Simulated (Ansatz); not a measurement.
## Zone-centre phonons of Cu at 35 GPa: input and output

These are results of DFT PBE, scalar-relativistic, plane waves, PAW (Ansatz), not measurements.

Launched with:
```bash
ansatz run input.yaml --threads 1 --pin off --max-ram 3072MiB --backend cpu --events-out ev --progress --plain --runs-dir out
```

Input (bare energies are in eV):
```yaml
crystal:
  lattice:
    - [2.4272424283, 0.0, 0.0]
    - [-1.2136212142, 2.1020536041, 0.0]
    - [0.0, 0.0, 3.9781968416]
  atoms:
    - { symbol: Cu, position: [0.3333333333, 0.6666666667, 0.25] }
    - { symbol: Cu, position: [0.6666666667, 0.3333333333, 0.75] }
basis:
  ecutwfc: 420
kpoints:
  mp_grid: { grid: [18, 18, 10] }
hamiltonian:
  xc: pbe
scf:
  occupations: { method: fermi_dirac, width: 0.15 }
output:
  eigenvalues: true
phonons:
  method: dfpt
  eigenvectors: true
```

Results section of the output:
```
--- Phonons (Γ-DFPT): 2 representative perturbations + reference, on 546 of 3240 k-points (Σ response iterations 6) ---
  k mesh reduced under 4 symmetry operations, with k and −k counted as one. Each operation leaves every solved displacement unchanged or reverses it
  ASR residual: 2.613e-4 → 0.000e0 eV/Å²; symmetrization residual: 1.692e-9 eV/Å²
  ASR residual per site (eV/Å²): 2.61e-4 2.61e-4
  Γ frequencies (cm⁻¹): 0.00 0.00 0.00 137.00 137.00 342.04
  non-analytic LO–TO correction: not included (Born effective charges unavailable; polar crystals: no LO–TO splitting at Γ)
```

Time: 55 s on 1 thread of AMD EPYC 7R43 64-Core Processor (Zen 3), on a shared host, peak memory 1.1 GiB.

In a metal, frequencies and elastic constants depend on the k mesh and the smearing, soft modes and shear constants most. Other phases may be more stable at this pressure.

This form isn't the element's structure at ambient conditions.